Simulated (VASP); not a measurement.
# KCl (Pm-3m) in VASP: settings compared, part 2 of 2

VASP 6.6.1.

**3. G0W0 quasiparticle levels, LDA**

Contents of POSCAR:

```
KCl
1.0
    3.8391960000      0.0000000000      0.0000000000
    0.0000000000      3.8391960000      0.0000000000
    0.0000000000      0.0000000000      3.8391960000
K Cl
1 1
Direct
    0.0000000000      0.0000000000      0.0000000000
    0.5000000000      0.5000000000      0.5000000000
```

Contents of INCAR.step1:

```
ALGO     = Normal         # electronic algorithm
EDIFF    = 1E-8           # SCF threshold, eV
ENCUT    = 500            # plane-wave cutoff, eV
ISMEAR   = 0              # smearing method
KPAR     = 4            
LASPH    = T              # aspherical terms in the spheres
LCHARG   = F              # write CHGCAR
LREAL    = F              # projectors in reciprocal space
LWAVE    = T              # write WAVECAR
NELM     = 80             # most SCF steps
PREC     = Accurate       # precision mode
SIGMA    = 0.01           # smearing width, eV
```

Contents of INCAR.step2:

```
ALGO     = Exact          # electronic algorithm
EDIFF    = 1E-8           # SCF threshold, eV
ENCUT    = 500            # plane-wave cutoff, eV
ISMEAR   = 0              # smearing method
ISTART   = 1            
KPAR     = 4            
LASPH    = T              # aspherical terms in the spheres
LCHARG   = F              # write CHGCAR
LOPTICS  = T              # frequency-dependent dielectric function
LREAL    = F              # projectors in reciprocal space
LWAVE    = T              # write WAVECAR
NBANDS   = 244            # bands
NELM     = 1              # most SCF steps
PREC     = Accurate       # precision mode
SIGMA    = 0.01           # smearing width, eV
```

Contents of INCAR.step3:

```
ALGO     = EVGW0          # electronic algorithm
EDIFF    = 1E-8           # SCF threshold, eV
ENCUT    = 500            # plane-wave cutoff, eV
ENCUTGW  = 150            # cutoff of the response function
ISMEAR   = 0              # smearing method
ISTART   = 1            
KPAR     = 4            
LASPH    = T              # aspherical terms in the spheres
LCHARG   = F              # write CHGCAR
LREAL    = F              # projectors in reciprocal space
LWAVE    = F              # write WAVECAR
NBANDS   = 244            # bands
NBANDSGW = 16           
NELMGW   = 1            
NOMEGA   = 50             # frequency points
PREC     = Accurate       # precision mode
PRECFOCK = Fast         
SIGMA    = 0.01           # smearing width, eV
```

Contents of KPOINTS:

```
k-points
0
Gamma
  4 4 4
```

Potentials or basis: VASP PAW LDA potentials, release 64 (K_sv_GW, Cl_GW).

Run with:

```console
cat potpaw_LDA.64/K_sv_GW/POTCAR potpaw_LDA.64/Cl_GW/POTCAR > POTCAR
cp INCAR.step1 INCAR
mpirun -np 4 vasp_std > vasp.out
cp INCAR.step2 INCAR
mpirun -np 4 vasp_std > vasp.out
cp INCAR.step3 INCAR
mpirun -np 4 vasp_std > vasp.out
```

OUTCAR:

```text
EDIFF = 1E-8
   ENCUT = 500
   ENCUTGW = 150
   ISMEAR = 0
   ISTART = 1
   LASPH = T
   LREAL = F
   NELMGW = 1
   PREC = Accurate
   PRECFOCK = Fast

 ion  position               nearest neighbor table
   1  0.000  0.000  0.000-
   2  0.500  0.500  0.500-

  LATTYP: Found a simple cubic cell.
 ALAT       =     3.8391960000

  Lattice vectors:

 A1 = (   3.8391960000,   0.0000000000,   0.0000000000)
 A2 = (   0.0000000000,   3.8391960000,   0.0000000000)
[... 155 lines left out ...]
   ENCUTLF             =  -1.0    cutoff for local field effects
   NELMGW              =     1    number of iterations in solving QP/BSE equation
   NELMHF              =     1    number of iterations in the inner HF iteration
   NKREDLFX            =     1    NKREDLFY  =   1   NKREDLFZ  =   1
 non-spin polarized calculation
 Gauss-broadening in eV      SIGMA  =   0.01
  energy-cutoff  :      500.00
  volume of cell :       56.59
 maximum number of plane-waves:      1472
 NGX is ok and might be reduce to    28
  NGX = 16; NGY = 16; NGZ = 16
   NGX = 13   NGY = 13   NGZ = 13
 maximum number of plane-waves:       251

 QP shifts <psi_nk| G(iteration)W_0 |psi_nk>: iteration 1
 for sc-GW calculations column KS-energies equals QP-energies in previous step
 and V_xc(KS)=  KS-energies - (<T + V_ion + V_H > + <T+V_H+V_ion>^1  + <V_x>^1)

 k-point   1 :       0.0000    0.0000    0.0000
  band No.  KS-energies  QP-energies   sigma(KS)   V_xc(KS)     V^pw_x(r,r')   Z            occupation Imag(sigma)

      1     -27.4528     -29.4107     -21.3377     -18.1923     -30.6189       0.6225       2.0000       0.7335
      2     -12.2630     -13.6574     -17.0004     -14.9508     -24.1618       0.6803       2.0000       1.2629
      3     -11.0711     -14.0640     -21.5745     -17.8275     -24.6277       0.7988       2.0000       0.1286
      4     -11.0711     -14.0640     -21.5745     -17.8275     -24.6277       0.7988       2.0000       0.1286
      5     -11.0711     -14.0640     -21.5745     -17.8275     -24.6277       0.7988       2.0000       0.1286
      6       0.0084      -1.7383     -16.4950     -14.2585     -18.4858       0.7810       2.0000       0.1018
[... 175 lines left out ...]
      2     -11.8457     -13.2577     -17.4390     -15.3900     -24.4695       0.6891       2.0000       1.1725
      3     -11.2529     -14.2463     -21.3080     -17.5560     -24.3625       0.7978       2.0000       0.1244
      4     -11.2529     -14.2463     -21.3080     -17.5560     -24.3625       0.7978       2.0000       0.1244
      5     -11.2529     -14.2463     -21.3080     -17.5560     -24.3625       0.7978       2.0000       0.1244
      6      -1.1490      -2.9726     -15.3080     -12.9516     -17.4658       0.7739       2.0000       0.1229
[... 8 lines left out ...]
     15      12.2251      15.6168     -10.3863     -14.5564      -6.4089       0.8133       0.0000      -0.1683
     16      12.2251      15.6168     -10.3863     -14.5564      -6.4089       0.8133       0.0000      -0.1683
```

Run time: 69 s. Hardware: 4 MPI ranks of Intel Xeon Platinum 8559C (Emerald Rapids), shared host; peak memory 0.64 GiB.

Results:

* Band gap on the k mesh, mean-field level: 4.37 eV, indirect (least direct gap 4.58 eV)
* Quasiparticle gap: 7.29 eV
* Least direct quasiparticle gap: 7.52 eV

Caveat: bands, screening cutoff and mesh are small and nothing is extrapolated, so the quasiparticle values aren't converged.

**4. Band structure, HSE06**

POSCAR is that of step 3.

Contents of INCAR.step1:

```
  ALGO = Normal
  EDIFF = 1E-5
  ENCUT = 520
  GGA = PE
  ISIF = 2
  ISMEAR = 0
  KPAR = 4
  LASPH = T
  LCHARG = F
  LREAL = F
  LWAVE = T
  NELM = 100
  PREC = Accurate
  SIGMA = 0.02
```

Contents of INCAR.step2:

```
  ALGO = Normal
  EDIFF = 1E-7
  ENCUT = 520
  GGA = PE
  HFSCREEN = 0.2
  ISIF = 2
  ISMEAR = 0
  ISTART = 1
  KPAR = 4
  LASPH = T
  LCHARG = F
  LHFCALC = T
  LREAL = F
  LWAVE = F
  NELM = 100
  PREC = Accurate
  PRECFOCK = Fast
  SIGMA = 0.02
```

Contents of KPOINTS:

```
k-points
0
Gamma
  6 6 6
```

Contents of KPOINTS_OPT:

```
path GXMGRX,MR
10
line-mode
reciprocal
 0.0000000000  0.0000000000  0.0000000000  G
 0.0000000000  0.5000000000  0.0000000000  X

 0.0000000000  0.5000000000  0.0000000000  X
 0.5000000000  0.5000000000  0.0000000000  M

 0.5000000000  0.5000000000  0.0000000000  M
 0.0000000000  0.0000000000  0.0000000000  G

 0.0000000000  0.0000000000  0.0000000000  G
 0.5000000000  0.5000000000  0.5000000000  R

 0.5000000000  0.5000000000  0.5000000000  R
 0.0000000000  0.5000000000  0.0000000000  X

 0.5000000000  0.5000000000  0.0000000000  M
 0.5000000000  0.5000000000  0.5000000000  R
```

Potentials or basis: VASP PAW PBE potentials, release 64 (K_sv, Cl).

Run with:

```console
cat potpaw_PBE.64/K_sv/POTCAR potpaw_PBE.64/Cl/POTCAR > POTCAR
cp INCAR.step1 INCAR
mpirun -np 4 vasp_std > vasp.out
cp INCAR.step2 INCAR
mpirun -np 4 vasp_std > vasp.out
```

Wall time 6.3 min (4 MPI ranks of AMD EPYC 9R45 (Zen 5), shared host); peak memory 0.32 GiB.

It converged, with:

```yaml
Free_energy: -7.7332 eV
Pressure: -0.4 GPa
Band_gap_on_the_k_mesh: 6.14 eV, indirect (least direct gap 6.36 eV)
Band_gap_along_the_path: 6.14 eV, indirect (least direct gap 6.36 eV)
```

Levels at the corners of the path, in eV from the valence-band top:
| point | band 5 | band 6 | band 7 | band 8 | band 9 | band 10 | band 11 | band 12 |
| --- | --- | --- | --- | --- | --- | --- | --- | --- |
| Γ | -12.21 | -0.22 | -0.22 | -0.22 | 6.14 | 8.02 | 8.02 | 12.52 |
| X | -12.10 | -1.86 | -0.22 | -0.22 | 9.10 | 9.52 | 9.78 | 11.56 |
| X | -12.10 | -1.86 | -0.22 | -0.22 | 9.10 | 9.52 | 9.78 | 11.56 |
| M | -12.16 | -1.29 | -1.29 | 0.00 | 7.58 | 8.80 | 10.61 | 10.61 |
| M | -12.16 | -1.29 | -1.29 | 0.00 | 7.58 | 8.80 | 10.61 | 10.61 |
| Γ | -12.21 | -0.22 | -0.22 | -0.22 | 6.14 | 8.02 | 8.02 | 12.52 |
| Γ | -12.21 | -0.22 | -0.22 | -0.22 | 6.14 | 8.02 | 8.02 | 12.52 |
| R | -12.38 | -1.39 | -1.39 | -1.39 | 10.20 | 10.20 | 10.20 | 11.68 |
| R | -12.38 | -1.39 | -1.39 | -1.39 | 10.20 | 10.20 | 10.20 | 11.68 |
| X | -12.10 | -1.86 | -0.22 | -0.22 | 9.10 | 9.52 | 9.78 | 11.56 |
| M | -12.16 | -1.29 | -1.29 | 0.00 | 7.58 | 8.80 | 10.61 | 10.61 |
| R | -12.38 | -1.39 | -1.39 | -1.39 | 10.20 | 10.20 | 10.20 | 11.68 |

Caveat: the PAW data sets were made with another functional, which shifts forces and pressure a little.

**5. For comparison**

An earlier run on the cell as given: functional PBEsol; potentials or basis VASP PAW PBE potentials, release 64 (K_sv, Cl); cutoff 520 eV; k mesh 7 × 7 × 7; occupations fermi-dirac, width 0.05 eV; no spin polarisation.

* Pressure: -1.4 GPa
* Band gap on the k mesh: 4.64 eV, indirect (least direct gap 4.83 eV)

**6. Summary**

```tsv
task	level	potentials or basis	cell	k mesh	cutoff (eV)	smearing	ladder	GW scheme	GW iterations	cutoff of the response function	frequency points	gap on the mesh (eV)	pressure (GPa)
optical spectrum	PBE+D3(BJ)	VASP PAW PBE potentials, release 64 (K_sv, Cl_h)	cell strained at random at fixed volume	7 × 7 × 7	900	fermi-dirac 0.05 eV	-	-	-	-	-	4.78	-1.2
G0W0 quasiparticle levels	LDA	VASP PAW LDA potentials, release 64 (K_sv_GW, Cl_GW)	as given	4 × 4 × 4	500	gaussian 0.01 eV	free	G0W0	1	150	50	-	-
band structure	HSE06	VASP PAW PBE potentials, release 64 (K_sv, Cl)	as given	6 × 6 × 6	520	gaussian 0.02 eV	free	-	-	-	-	6.14	-0.4
single point	PBEsol	VASP PAW PBE potentials, release 64 (K_sv, Cl)	as given	7 × 7 × 7	520	fermi-dirac 0.05 eV	free	-	-	-	-	4.64	-1.4
```

Alike in all rows: no spin polarisation.

Caveats: an odd mesh through Γ misses points on the zone boundary, where band edges often lie (some runs); the PAW data sets were made with another functional, which shifts forces and pressure a little (some runs); spectra need much finer meshes, so this one isn't converged (some runs); independent-particle spectra lack excitons (some runs); bands, screening cutoff and mesh are small and nothing is extrapolated, so the quasiparticle values aren't converged (some runs).

Total energies depend on the potentials used, so only differences within one code and one set of settings carry meaning.
